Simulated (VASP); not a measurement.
# Re (Fm-3m) in VASP: single point with PBEsol

Aim: the single point of Re with PBEsol.

All numbers are computed with VASP 6.6.1; they aren't measurements. Logs are shortened: lines on timing, memory, paths and dates and some standing lists are left out, and cuts for length are marked.

## 1. Starting point

Symmetry: Fm-3m, No. 225, cubic system. Conventional cell: a = 3.941 Å, b = 3.941 Å, c = 3.941 Å, α = 90.00°, β = 90.00°, γ = 90.00°. Re (site symmetry m-3m) has 12 Re at 2.79 Å as nearest neighbours.

The cell was built by a generator and needn't be a form met in nature.

## 2. Single point, PBEsol

Input file INCAR:

```
  ALGO = Normal
  EDIFF = 1E-7
  ENCUT = 520
  GGA = PS
  ISIF = 2
  ISMEAR = -1
  LASPH = T
  LCHARG = T
  LELF = T
  LREAL = F
  LVHAR = T
  LWAVE = F
  NBANDS = 10
  NELM = 60
  PREC = Accurate
  SIGMA = 0.0116
```

Input file KPOINTS:

```
k-points
0
Gamma
  15 15 15
```

Input file POSCAR:

```
Re
1.0
    0.0000000000      1.9704720000      1.9704720000
    1.9704720000      0.0000000000      1.9704720000
    1.9704720000      1.9704720000      0.0000000000
Re
1
Direct
    0.0000000000      0.0000000000      0.0000000000
```

Potentials or basis: VASP PAW PBE potentials, release 64 (Re).

On the command line:

```bash
> cat potpaw_PBE.64/Re/POTCAR > POTCAR
> mpirun -np 1 vasp_std > vasp.out
```

OUTCAR:

```text
EDIFF = 1E-7
   ENCUT = 520
   GGA = PS
   ISIF = 2
   ISMEAR = -1
   LASPH = T
   LREAL = F
   NELM = 60
   PREC = Accurate

 ion  position               nearest neighbor table
   1  0.000  0.000  0.000-

  LATTYP: Found a face centered cubic cell.
 ALAT       =     3.9409440000

  Lattice vectors:

 A1 = (   0.0000000000,   1.9704720000,   1.9704720000)
 A2 = (   1.9704720000,   0.0000000000,   1.9704720000)
 A3 = (   1.9704720000,   1.9704720000,   0.0000000000)

Analysis of symmetry for initial positions (statically):
=====================================================================
 Subroutine PRICEL returns:
 Original cell was already a primitive cell.

 Routine SETGRP: Setting up the symmetry group for a
 face centered cubic supercell.

 Subroutine GETGRP returns: Found 48 space group operations
 (whereof 48 operations were pure point group operations)
 out of a pool of 48 trial point group operations.

The static configuration has the point symmetry O_h .

Analysis of symmetry for dynamics (positions and initial velocities):
=====================================================================
 Subroutine PRICEL returns:
 Original cell was already a primitive cell.

 Routine SETGRP: Setting up the symmetry group for a
 face centered cubic supercell.

 Subroutine GETGRP returns: Found 48 space group operations
 (whereof 48 operations were pure point group operations)
 out of a pool of 48 trial point group operations.

The dynamic configuration has the point symmetry O_h .

 Subroutine INISYM returns: Found 48 space group operations
 (whereof 48 operations are pure point group operations),
 and found     1 'primitive' translations

----------------------------------------------------------------------------------------

                                     Primitive cell

  volume of cell :      15.3017

  direct lattice vectors                    reciprocal lattice vectors
     0.000000000  1.970472000  1.970472000    -0.253746311  0.253746311  0.253746311
     1.970472000  0.000000000  1.970472000     0.253746311 -0.253746311  0.253746311
     1.970472000  1.970472000  0.000000000     0.253746311  0.253746311 -0.253746311

  length of vectors
     2.786668227  2.786668227  2.786668227     0.439501502  0.439501502  0.439501502

  position of ions in fractional coordinates (direct lattice)
     0.000000000  0.000000000  0.000000000

  ion indices of the primitive-cell ions
   primitive index   ion index
                 1           1

----------------------------------------------------------------------------------------

 KPOINTS: k-points

Automatic generation of k-mesh.
 Grid dimensions read from file:
 generate k-points for:   15   15   15

 Generating k-lattice:

  Cartesian coordinates                     Fractional coordinates (reciprocal lattice)
    -0.016916421  0.016916421  0.016916421     0.066666667  0.000000000  0.000000000
     0.016916421 -0.016916421  0.016916421     0.000000000  0.066666667  0.000000000
     0.016916421  0.016916421 -0.016916421     0.000000000  0.000000000  0.066666667

  Length of vectors
     0.029300100  0.029300100  0.029300100

  Shift w.r.t. Gamma in fractional coordinates (k-lattice)
     0.000000000  0.000000000  0.000000000

 Subroutine IBZKPT returns following result:
 ===========================================

 Found    120 irreducible k-points:

 Following reciprocal coordinates:
            Coordinates               Weight
  0.000000  0.000000  0.000000      1.000000
  0.066667  0.000000  0.000000      8.000000
  0.133333  0.000000  0.000000      8.000000
  0.200000  0.000000  0.000000      8.000000
  0.266667  0.000000  0.000000      8.000000
  0.333333  0.000000  0.000000      8.000000
[... 16 lines left out ...]
  0.133333  0.133333  0.000000      6.000000
  0.200000  0.133333  0.000000     24.000000
 [... further k-points ...]
   k-points           NKPTS =    120   k-points in BZ     NKDIM =    120   number of bands    NBANDS=     10
   number of dos      NEDOS =    301   number of ions     NIONS =      1
   total plane-waves  NPLWV =  13824
   dimension x,y,z NGX =    24 NGY =   24 NGZ =   24
   dimension x,y,z NGXF=    48 NGYF=   48 NGZF=   48
   ions per type =               1
   NGX,Y,Z   is equivalent  to a cutoff of  14.32, 14.32, 14.32 a.u.
   NGXF,Y,Z  is equivalent  to a cutoff of  28.64, 28.64, 28.64 a.u.
 SYSTEM =  unknown system
   PREC   = accura    normal or accurate (medium, high low for compatibility)
   ISTART =      0    job   : 0-new  1-cont  2-samecut
   ICHARG =      2    charge: 1-file 2-atom 10-const
   ISPIN  =      1    spin polarized calculation?
   LNONCOLLINEAR =      F non collinear calculations
   LSORBIT =      F    spin-orbit coupling
   LASPH  =      T    aspherical Exc in radial PAW
   ENCUT  =  520.0 eV  38.22 Ry    6.18 a.u.   5.18  5.18  5.18*2*pi/ulx,y,z
   NELM   =     60;   NELMIN=  2; NELMDL= -5     # of ELM steps
   EDIFF  = 0.1E-06   stopping-criterion for ELM
   LREAL  =      F    real-space projection
   EDIFFG = 0.1E-05   stopping-criterion for IOM
   NSW    =      0    number of steps for IOM
   IBRION =     -1    ionic relax: 0-MD 1-quasi-New 2-CG
   NFREE  =      0    steps in history (QN), initial steepest desc. (CG)
   ISIF   =      2    stress and relaxation
   ISYM   =      2    0-nonsym 1-usesym 2-fastsym
   POTIM  = 0.5000    time-step for ionic-motion
   TEBEG  =    0.0;   TEEND  =   0.0 temperature during run
   PSTRESS=    0.0 pullay stress
   NELECT =       7.0000    total number of electrons
   NUPDOWN=      -1.0000    fix difference up-down
   EMIN   =  10.00;   EMAX   =-10.00  energy-range for DOS
   EFERMI =   0.00;   METHOD = LEGACY
   ISMEAR =    -1;   SIGMA  =   0.01  broadening in eV -4-tet -1-fermi 0-gaus
   EFERMI_NEDOS =   21; number of points for ismear=-14 and -15
   IALGO  =     38    algorithm
   IMIX   =      4    mixing-type and parameters
     AMIX     =   0.40;   BMIX     =  1.00
     AMIX_MAG =   1.60;   BMIX_MAG =  1.00
  volume/ion in A,a.u.               =      15.30       103.26
  Fermi-wavevector in a.u.,A,eV,Ry     =   1.261423  2.383743 21.649410  1.591187
  Thomas-Fermi vector in A             =   2.394882
   LORBIT       =      0    0 simple, 1 ext, 2 COOP (PROOUT), +10 PAW based schemes
   GGA     = PS    functional components
   LHFCALC =     F    Hartree Fock is set to
   AEXX    =    0.0000 exact exchange contribution
   IVDW    =     0    specifies the selected vdW correction
   LEPSILON=     F    determine dielectric tensor
   LRPA    =     F    only Hartree local field effects (RPA)
 non-spin polarized calculation
  energy-cutoff  :      520.00
  volume of cell :       15.30
 maximum number of plane-waves:       424
 NGX is ok and might be reduce to    24
   NGX = 11   NGY = 11   NGZ = 11

 number of electron       7.0000000 magnetization

 Free energy of the ion-electron system (eV)
  ---------------------------------------------------
  ext. energy  EPLUGINS =         0.00000000
  ---------------------------------------------------
  free energy    TOTEN  =       -13.26540353 eV

  energy without entropy =      -13.26495664  energy(sigma->0) =      -13.26518009

 E-fermi :   7.4577     XC(G=0): -13.6069

 val. band max:        7.4497245022   @ k =   0.2667   0.2000   0.0000
 cond. band min:       7.4882359029   @ k =   0.4667   0.4000   0.0667
 fundamental gap:      0.0385114007
 Fermi energy:         7.4577368309

 k-point     1 :       0.0000    0.0000    0.0000
  band No.  band energies     occupation
      1      -2.3824      2.00000
      2       5.6892      2.00000
      3       5.6892      2.00000
      4       5.6892      2.00000
      5       8.6922      0.00000
      6       8.6922      0.00000
      7      21.4181      0.00000
      8      26.8252      0.00000
      9      26.8252      0.00000
     10      26.8252      0.00000

 k-point     2 :       0.0667    0.0000    0.0000
  band No.  band energies     occupation
      1      -2.1847      2.00000
      2       5.5568      2.00000
      3       5.7812      2.00000
      4       5.7812      2.00000
      5       8.6202      0.00000
      6       8.6202      0.00000
      7      21.7991      0.00000
      8      25.8340      0.00000
      9      27.1832      0.00000
     10      27.1832      0.00000

 k-point     3 :       0.1333    0.0000    0.0000
  band No.  band energies     occupation
      1      -1.6215      2.00000
      2       5.2377      2.00000
      3       6.0025      2.00000
      4       6.0025      2.00000
      5       8.4877      0.00000
      6       8.4877      0.00000
      7      22.7569      0.00000
      8      24.2357      0.00000
      9      28.2094      0.00000
     10      28.2094      0.00000

 k-point     4 :       0.2000    0.0000    0.0000
  band No.  band energies     occupation
      1      -0.7985      2.00000
      2       4.9323      2.00000
      3       6.1691      2.00000
      4       6.1691      2.00000
      5       8.5386      0.00000
      6       8.5386      0.00000
      7      22.3234      0.00000
      8      24.3595      0.00000
      9      29.7744      0.00000
     10      29.7744      0.00000
[... 222 lines left out ...]
 k-point    22 :      -0.0667    0.0667    0.0000
  band No.  band energies     occupation
      1      -1.8636      2.00000
      2       5.3304      2.00000
      3       5.9123      2.00000
      4       5.9625      2.00000
      5       8.3303      0.00000
      6       8.7161      0.00000
      7      22.3980      0.00000
      8      25.0258      0.00000
      9      27.1257      0.00000
     10      28.0641      0.00000

 k-point    23 :       0.1333    0.1333    0.0000
  band No.  band energies     occupation
      1      -1.3629      2.00000
      2       4.8334      2.00000
      3       6.3211      2.00000
      4       6.3211      2.00000
      5       7.6503      0.00000
      6       9.0307      0.00000
      7      23.3555      0.00000
      8      25.3235      0.00000
      9      27.2851      0.00000
     10      27.2851      0.00000

 k-point    24 :       0.2000    0.1333    0.0000
  band No.  band energies     occupation
      1      -0.7320      2.00000
      2       4.4638      2.00000
      3       6.4965      2.00000
      4       6.6302      2.00000
      5       7.4286      1.85043
      6       9.2092      0.00000
      7      24.2545      0.00000
      8      24.5876      0.00000
      9      27.6053      0.00000
     10      28.1094      0.00000

 [... further k-points ...]

------------------------ aborting loop because EDIFF is reached ----------------------------------------

  FORCE on cell =-STRESS in cart. coord.  units (eV):
  Direction    XX          YY          ZZ          XY          YZ          ZX
  --------------------------------------------------------------------------------------
  -------------------------------------------------------------------------------------
  Total       -1.6118146     -1.6118146     -1.6118146      0.0000000     -0.0000000      0.0000000
  in kB     -168.7659654   -168.7659654   -168.7659654      0.0000000     -0.0000000      0.0000000
  external PRESSURE =    -168.7659654 kB  Pullay stress =       0.0000000 kB

 VOLUME and BASIS-vectors are now :
 -----------------------------------------------------------------------------
  energy-cutoff  :      520.00
  volume of cell :       15.30
      direct lattice vectors                 reciprocal lattice vectors
     0.000000000  1.970472000  1.970472000    -0.253746311  0.253746311  0.253746311
     1.970472000  0.000000000  1.970472000     0.253746311 -0.253746311  0.253746311
     1.970472000  1.970472000  0.000000000     0.253746311  0.253746311 -0.253746311

 POSITION                                       TOTAL-FORCE (eV/Angst)
 -----------------------------------------------------------------------------------
      0.00000      0.00000      0.00000        -0.000000     -0.000000      0.000000
 -----------------------------------------------------------------------------------
    total drift:                               -0.000000      0.000000      0.000000

  FREE ENERGIE OF THE ION-ELECTRON SYSTEM (eV)
  ---------------------------------------------------
  free  energy   TOTEN  =       -13.2654035286 eV

  energy  without entropy=      -13.2649566434  energy(sigma->0) =      -13.26518009
```

Run time: 18 s. Hardware: 1 thread of Intel Xeon Platinum 8488C (Sapphire Rapids), shared host; peak memory 0.15 GiB.

What came out:

```
Free energy            : -13.2654 eV
Pressure               : -16.9 GPa
Band gap on the k mesh : none (metal or under the smearing width)
```

Caveat: so large a pressure means that the cell lies far from this level's equilibrium, or that cutoff or potentials fall short; the potentials were made for another functional, which shifts forces and pressure.
